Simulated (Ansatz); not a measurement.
# Se: the cost of one run

Program: Ansatz 0.2.0. Level of theory: DFT PBE, scalar-relativistic, plane waves, PAW. These are calculated values, not measurements.

**1. The system as given**

The structure is tetragonal, space group I4/mmm (No. 139). The conventional cell has a = 3.304 Å, b = 3.304 Å, c = 5.027 Å, α = 90.00°, β = 90.00°, γ = 90.00°. Se (site symmetry 4/mmm) has 12 Se at 3.30 to 3.43 Å as nearest neighbours.

As a file:

```
Se
1.0
    -1.65219    1.65219    2.51356
     1.65219   -1.65219    2.51356
     1.65219    1.65219   -2.51356
Se
1
Cartesian
  0.0000 0.0000 0.0000
```

This is candidate A: indium (bct) type (I4/mmm, No. 139).

(A quick probe on a coarse mesh, which set the mesh and smearing, is not shown.)

**3. Coarse relaxation (candidate A)**

The input, input.yaml:

```yaml
crystal:
  lattice:
    - [-1.6521863053, 1.6521863053, 2.5135604404]
    - [1.6521863053, -1.6521863053, 2.5135604404]
    - [1.6521863053, 1.6521863053, -2.5135604404]
  atoms:
    - { symbol: Se, position: [0.0, 0.0, 0.0] }
basis:
  ecutwfc: 420
kpoints:
  mp_grid: { grid: [8, 8, 8] }
hamiltonian:
  xc: pbe
scf:
  occupations: { method: gaussian, width: 0.1 }
  lower_state_search: "off"
output:
  forces: true
  stress: true
  eigenvalues: true
relax:
  adjacent_minimum: "off"
  f_tol: 0.04
  max_steps: 70
  cell: { stress_tol: 0.4 }
```

**Question.** How long does this run take on 1 thread of an x86-64 CPU, shared host, and how much memory does it need?

About 19 s, with a peak of 0.37 GiB.
